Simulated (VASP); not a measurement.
# TiSe2 (P-3m1) in VASP: single point with PBE

Aim: the single point of TiSe2 with PBE.

Everything below comes from runs of VASP 6.6.1. Logs are shortened: lines on timing, memory, paths and dates and some standing lists are left out, and cuts for length are marked.

### 1 The structure

It takes space group P-3m1 (No. 164, trigonal). Conventional cell: a = 3.540 Å, b = 3.540 Å, c = 6.008 Å, α = 90.00°, β = 90.00°, γ = 120.00°. Ti (site symmetry -3m) has 6 Se at 2.56 Å as nearest neighbours. Around Se (site symmetry 3m) lie 3 Ti at 2.56 Å.

The cell was built by a generator and needn't be a form met in nature.

### 2 Single point, PBE

Input file INCAR:

```
SYSTEM = TiSe2
ALGO = Fast ; EDIFF = 1E-7
ENCUT = 520 ; GGA = PE
ISIF = 2 ; ISMEAR = -1
LASPH = .TRUE. ; LCHARG = .FALSE.
LREAL = .FALSE. ; LWAVE = .FALSE.
NBANDS = 19 ; NELM = 100
PREC = Accurate ; SIGMA = 0.005
```

Input file KPOINTS:

```
k-points
0
G
  16 16 8
  0 0 0
```

Input file POSCAR:

```
TiSe2
1.0
    3.5400000000      0.0000000000      0.0000000000
   -1.7700000000      3.0657299294      0.0000000000
    0.0000000000      0.0000000000      6.0080000000
Ti Se
1 2
Direct
    0.0000000000      0.0000000000      0.0000000000
    0.3333333333      0.6666666667      0.2558170385
    0.6666666667      0.3333333333     -0.2558170385
```

Potentials or basis: VASP PAW PBE potentials, release 64 (Ti_sv, Se).

Command:

```sh
> cat potpaw_PBE.64/Ti_sv/POTCAR potpaw_PBE.64/Se/POTCAR > POTCAR
> mpirun -np 1 vasp_std > vasp.out
```

OUTCAR:

```text
SYSTEM = TiSe2
   EDIFF = 1E-7
   ENCUT = 520
   GGA = PE
   ISIF = 2
   ISMEAR = -1
   LASPH = .TRUE.
   LREAL = .FALSE.
   NELM = 100
   PREC = Accurate

 ion  position               nearest neighbor table
   1  0.000  0.000  0.000-   2 2.56   3 2.56   3 2.56   2 2.56   3 2.56   2 2.56
   2  0.333  0.667  0.256-   1 2.56   1 2.56   1 2.56
   3  0.667  0.333  0.744-   1 2.56   1 2.56   1 2.56

  LATTYP: Found a hexagonal cell.
 ALAT       =     3.5400000000
 C/A-ratio  =     1.6971751412

  Lattice vectors:

 A1 = (   3.5400000000,   0.0000000000,   0.0000000000)
 A2 = (  -1.7700000000,   3.0657299294,   0.0000000000)
 A3 = (   0.0000000000,   0.0000000000,   6.0080000000)

Analysis of symmetry for initial positions (statically):
=====================================================================
 Subroutine PRICEL returns:
 Original cell was already a primitive cell.

 Routine SETGRP: Setting up the symmetry group for a
 hexagonal supercell.

 Subroutine GETGRP returns: Found 12 space group operations
 (whereof 12 operations were pure point group operations)
 out of a pool of 24 trial point group operations.

The static configuration has the point symmetry D_3d.

Analysis of symmetry for dynamics (positions and initial velocities):
=====================================================================
 Subroutine PRICEL returns:
 Original cell was already a primitive cell.

 Routine SETGRP: Setting up the symmetry group for a
 hexagonal supercell.

 Subroutine GETGRP returns: Found 12 space group operations
 (whereof 12 operations were pure point group operations)
 out of a pool of 24 trial point group operations.

The dynamic configuration has the point symmetry D_3d.

 Subroutine INISYM returns: Found 12 space group operations
 (whereof 12 operations are pure point group operations),
 and found     1 'primitive' translations

----------------------------------------------------------------------------------------

                                     Primitive cell

  volume of cell :      65.2029

  direct lattice vectors                    reciprocal lattice vectors
     3.540000000  0.000000000  0.000000000     0.282485876  0.163093296  0.000000000
    -1.770000000  3.065729929  0.000000000     0.000000000  0.326186593  0.000000000
     0.000000000  0.000000000  6.008000000     0.000000000  0.000000000  0.166444740

  length of vectors
     3.540000000  3.540000000  6.008000000     0.326186593  0.326186593  0.166444740

  position of ions in fractional coordinates (direct lattice)
     0.000000000  0.000000000  0.000000000
     0.333333333  0.666666667  0.255817038
     0.666666667  0.333333333  0.744182962

  ion indices of the primitive-cell ions
   primitive index   ion index
                 1           1
                 2           2
                 3           3

----------------------------------------------------------------------------------------

 KPOINTS: k-points

Automatic generation of k-mesh.
 Grid dimensions read from file:
 generate k-points for:   16   16    8

 Generating k-lattice:

  Cartesian coordinates                     Fractional coordinates (reciprocal lattice)
     0.017655367  0.010193331  0.000000000     0.062500000  0.000000000  0.000000000
     0.000000000  0.020386662  0.000000000     0.000000000  0.062500000  0.000000000
     0.000000000  0.000000000  0.020805593     0.000000000  0.000000000  0.125000000

  Length of vectors
     0.020386662  0.020386662  0.020805593

  Shift w.r.t. Gamma in fractional coordinates (k-lattice)
     0.000000000  0.000000000  0.000000000

 Subroutine IBZKPT returns following result:
 ===========================================

 Found    213 irreducible k-points:

 Following reciprocal coordinates:
            Coordinates               Weight
  0.000000  0.000000  0.000000      1.000000
  0.062500  0.000000  0.000000      6.000000
  0.125000  0.000000  0.000000      6.000000
  0.187500  0.000000  0.000000      6.000000
  0.250000  0.000000  0.000000      6.000000
  0.312500  0.000000  0.000000      6.000000
[... 16 lines left out ...]
  0.187500  0.187500  0.000000      6.000000
  0.250000  0.187500  0.000000     12.000000
 [... further k-points ...]
   k-points           NKPTS =    213   k-points in BZ     NKDIM =    213   number of bands    NBANDS=     19
   number of dos      NEDOS =    301   number of ions     NIONS =      3
   total plane-waves  NPLWV =  37632
   dimension x,y,z NGX =    28 NGY =   28 NGZ =   48
   dimension x,y,z NGXF=    56 NGYF=   56 NGZF=   96
   ions per type =               1   2
   NGX,Y,Z   is equivalent  to a cutoff of  13.15, 13.15, 13.28 a.u.
   NGXF,Y,Z  is equivalent  to a cutoff of  26.30, 26.30, 26.56 a.u.
 SYSTEM =  TiSe2
   PREC   = accura    normal or accurate (medium, high low for compatibility)
   ISTART =      0    job   : 0-new  1-cont  2-samecut
   ICHARG =      2    charge: 1-file 2-atom 10-const
   ISPIN  =      1    spin polarized calculation?
   LNONCOLLINEAR =      F non collinear calculations
   LSORBIT =      F    spin-orbit coupling
   LASPH  =      T    aspherical Exc in radial PAW
   ENCUT  =  520.0 eV  38.22 Ry    6.18 a.u.   6.58  6.58 11.17*2*pi/ulx,y,z
   NELM   =    100;   NELMIN=  2; NELMDL= -5     # of ELM steps
   EDIFF  = 0.1E-06   stopping-criterion for ELM
   LREAL  =      F    real-space projection
   EDIFFG = 0.1E-05   stopping-criterion for IOM
   NSW    =      0    number of steps for IOM
   IBRION =     -1    ionic relax: 0-MD 1-quasi-New 2-CG
   NFREE  =      0    steps in history (QN), initial steepest desc. (CG)
   ISIF   =      2    stress and relaxation
   ISYM   =      2    0-nonsym 1-usesym 2-fastsym
   POTIM  = 0.5000    time-step for ionic-motion
   TEBEG  =    0.0;   TEEND  =   0.0 temperature during run
   PSTRESS=    0.0 pullay stress
   NELECT =      24.0000    total number of electrons
   NUPDOWN=      -1.0000    fix difference up-down
   EMIN   =  10.00;   EMAX   =-10.00  energy-range for DOS
   EFERMI =   0.00;   METHOD = LEGACY
   ISMEAR =    -1;   SIGMA  =   0.01  broadening in eV -4-tet -1-fermi 0-gaus
   EFERMI_NEDOS =   21; number of points for ismear=-14 and -15
   IALGO  =     68    algorithm
   IMIX   =      4    mixing-type and parameters
     AMIX     =   0.40;   BMIX     =  1.00
     AMIX_MAG =   1.60;   BMIX_MAG =  1.00
  volume/ion in A,a.u.               =      21.73       146.67
  Fermi-wavevector in a.u.,A,eV,Ry     =   1.173247  2.217116 18.728544  1.376509
  Thomas-Fermi vector in A             =   2.309663
   LORBIT       =      0    0 simple, 1 ext, 2 COOP (PROOUT), +10 PAW based schemes
   GGA     = PE    functional components
   LHFCALC =     F    Hartree Fock is set to
   AEXX    =    0.0000 exact exchange contribution
   IVDW    =     0    specifies the selected vdW correction
   LEPSILON=     F    determine dielectric tensor
   LRPA    =     F    only Hartree local field effects (RPA)
 non-spin polarized calculation
 RMM-DIIS sequential band-by-band and
  energy-cutoff  :      520.00
  volume of cell :       65.20
 maximum number of plane-waves:      1792
 NGX is ok and might be reduce to    28
   NGX = 13   NGY = 13   NGZ = 23

 number of electron      24.0000000 magnetization

 Free energy of the ion-electron system (eV)
  ---------------------------------------------------
  ext. energy  EPLUGINS =         0.00000000
  ---------------------------------------------------
  free energy    TOTEN  =       -18.17552716 eV

  energy without entropy =      -18.17547589  energy(sigma->0) =      -18.17550152

 E-fermi :   4.7842     XC(G=0):  -9.9865

 val. band max:        4.7801234105   @ k =   0.5000   0.0000   0.2500
 cond. band min:       4.8069330296   @ k =   0.4375   0.0625   0.5000
 fundamental gap:      0.0268096191
 Fermi energy:         4.7841612411

 k-point     1 :       0.0000    0.0000    0.0000
  band No.  band energies     occupation
      1     -52.8706      2.00000
      2     -29.0930      2.00000
      3     -29.0842      2.00000
      4     -29.0842      2.00000
      5      -9.1639      2.00000
      6      -7.7446      2.00000
[... 11 lines left out ...]
     18      10.4120      0.00000
     19      10.5721      0.00000

 k-point     2 :       0.0625    0.0000    0.0000
  band No.  band energies     occupation
      1     -52.8703      2.00000
      2     -29.0923      2.00000
      3     -29.0875      2.00000
      4     -29.0850      2.00000
      5      -9.1218      2.00000
      6      -7.7302      2.00000
[... 11 lines left out ...]
     18      10.7473      0.00000
     19      10.8347      0.00000

 k-point     3 :       0.1250    0.0000    0.0000
  band No.  band energies     occupation
      1     -52.8695      2.00000
      2     -29.0970      2.00000
      3     -29.0903      2.00000
      4     -29.0871      2.00000
      5      -8.9984      2.00000
      6      -7.6890      2.00000
[... 11 lines left out ...]
     18      11.3600      0.00000
     19      11.5376      0.00000

 k-point     4 :       0.1875    0.0000    0.0000
  band No.  band energies     occupation
      1     -52.8684      2.00000
      2     -29.1110      2.00000
      3     -29.0903      2.00000
      4     -29.0872      2.00000
      5      -8.8025      2.00000
      6      -7.6274      2.00000
[... 11 lines left out ...]
     18      11.8180      0.00000
     19      12.1806      0.00000

 k-point     5 :       0.2500    0.0000    0.0000
  band No.  band energies     occupation
      1     -52.8670      2.00000
      2     -29.1276      2.00000
      3     -29.0941      2.00000
      4     -29.0836      2.00000
      5      -8.5501      2.00000
      6      -7.5564      2.00000
[... 11 lines left out ...]
     18      11.7785      0.00000
     19      12.3901      0.00000
[... 334 lines left out ...]
      2     -29.1635      2.00000
      3     -29.1109      2.00000
      4     -29.0743      2.00000
      5      -7.6830      2.00000
      6      -7.4391      2.00000
[... 11 lines left out ...]
     18      11.4487      0.00000
     19      12.0894      0.00000

 k-point    22 :       0.4375    0.1250    0.0000
  band No.  band energies     occupation
      1     -52.8631      2.00000
      2     -29.1661      2.00000
      3     -29.1119      2.00000
      4     -29.0736      2.00000
      5      -7.5503      2.00000
      6      -7.4918      2.00000
[... 11 lines left out ...]
     18      11.4109      0.00000
     19      12.0200      0.00000

 k-point    23 :       0.1875    0.1875    0.0000
  band No.  band energies     occupation
      1     -52.8652      2.00000
      2     -29.1414      2.00000
      3     -29.1051      2.00000
      4     -29.0792      2.00000
      5      -8.2045      2.00000
      6      -7.4693      2.00000
[... 11 lines left out ...]
     18      12.2270      0.00000
     19      13.2846      0.00000

 k-point    24 :       0.2500    0.1875    0.0000
  band No.  band energies     occupation
      1     -52.8642      2.00000
      2     -29.1505      2.00000
      3     -29.1118      2.00000
      4     -29.0764      2.00000
      5      -7.9500      2.00000
      6      -7.4225      2.00000
[... 11 lines left out ...]
     18      11.5968      0.00000
     19      13.1168      0.00000

 [... further k-points ...]
[... 5 lines left out ...]
  --------------------------------------------------------------------------------------
  -------------------------------------------------------------------------------------
  Total        0.3407976      0.3407976      0.7774614      0.0000000      0.0000000      0.0000000
  in kB        8.3741373      8.3741373     19.1039127      0.0000000      0.0000000      0.0000000
  external PRESSURE =      11.9507291 kB  Pullay stress =       0.0000000 kB

 VOLUME and BASIS-vectors are now :
 -----------------------------------------------------------------------------
  energy-cutoff  :      520.00
  volume of cell :       65.20
      direct lattice vectors                 reciprocal lattice vectors
     3.540000000  0.000000000  0.000000000     0.282485876  0.163093296  0.000000000
    -1.770000000  3.065729929  0.000000000     0.000000000  0.326186593  0.000000000
     0.000000000  0.000000000  6.008000000     0.000000000  0.000000000  0.166444740

 POSITION                                       TOTAL-FORCE (eV/Angst)
 -----------------------------------------------------------------------------------
      0.00000      0.00000      0.00000        -0.000000      0.000000      0.000000
     -0.00000      2.04382      1.53695         0.000000      0.000000      0.017704
      1.77000      1.02191      4.47105        -0.000000     -0.000000     -0.017704
 -----------------------------------------------------------------------------------
    total drift:                                0.000000     -0.000000     -0.000000

  FREE ENERGIE OF THE ION-ELECTRON SYSTEM (eV)
  ---------------------------------------------------
  free  energy   TOTEN  =       -18.1755271551 eV

  energy  without entropy=      -18.1754758853  energy(sigma->0) =      -18.17550152
```

Wall time 4.2 min (1 thread of Intel Xeon 6975P-C (Granite Rapids), shared host); peak memory 0.39 GiB.

What came out:

| Item | Value |
| --- | --- |
| Free energy | -18.1755 eV |
| Pressure | 1.2 GPa |
| Largest force | 0.018 eV/Å |
| Band gap on the k mesh | none (metal or under the smearing width) |

Forces in eV/Å, atoms in the order of the input:
```
Ti   0.000  0.000  0.000
Se   0.000  0.000  0.018
Se   0.000  0.000 -0.018
```

Levels at points of the mesh, in eV from the Fermi level:
```
           k point  band 9  band 10  band 11  band 12  band 13  band 14  band 15  band 16
(0.00, 0.00, 0.00)   -2.32     0.17     0.43     0.43     0.46     0.46     0.62     3.26
(0.50, 0.00, 0.00)   -2.76    -2.71    -2.29    -1.40     0.07     1.31     1.70     3.15
(0.00, 0.00, 0.50)   -2.26    -2.26     0.24     0.24     0.42     0.42     1.19     3.59
(0.50, 0.00, 0.50)   -2.71    -2.50    -1.22    -0.99    -0.18     1.31     1.67     3.04
```

Caveat: this functional lacks dispersion, which binds the layers, so the pressure and a relaxed spacing across them are unreliable.
